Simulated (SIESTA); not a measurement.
C:

```
C
1.0
     2.52210    0.00000    0.00000
    -1.26105    2.18420    0.00000
     0.00000    0.00000    8.23710
C
8
Cartesian
  1.2611 0.7281 6.9501
  0.0000 1.4561 2.8315
  1.2611 0.7281 5.4056
  0.0000 1.4561 1.2870
  0.0000 0.0000 7.4649
  0.0000 0.0000 3.3463
  0.0000 0.0000 4.8908
  0.0000 0.0000 0.7722
```

This is a hexagonal form of diamond, not graphite.

Base run:

| Item | Value |
| --- | --- |
| Program | SIESTA 5.4.2 |
| Functional | PBE |
| Potentials or basis | PseudoDojo 0.4 standard (PBE files) |
| Basis | TZDP (energy shift 0.003 Ry) |
| Grid cutoff | 500 Ry |
| Energy shift | 0.003 Ry |
| k mesh | 12 × 12 × 4 |
| Occupations | fermi-dirac, width 0.05 eV |
| Spin | no spin polarisation |

Its results: band gap on the k mesh 4.62 eV, indirect (least direct gap 5.25 eV); pressure 6.5 GPa; largest force 0.382 eV/Å.

Problem. The run is repeated on the same cell with these changes: functional from PBE to RPBE; basis from TZDP (energy shift 0.003 Ry) to DZP (energy shift 0.003 Ry). What comes out?

Solution. Band gap on the k mesh 4.65 eV, indirect (least direct gap 5.29 eV); pressure 13.1 GPa; largest force 0.328 eV/Å.

Several settings changed at once, so the effect can't be laid on one alone.

Caveats: the basis of atomic orbitals isn't converged, which shifts pressures, moduli and gaps; the potentials were made for another functional, which shifts forces and pressure (some runs).
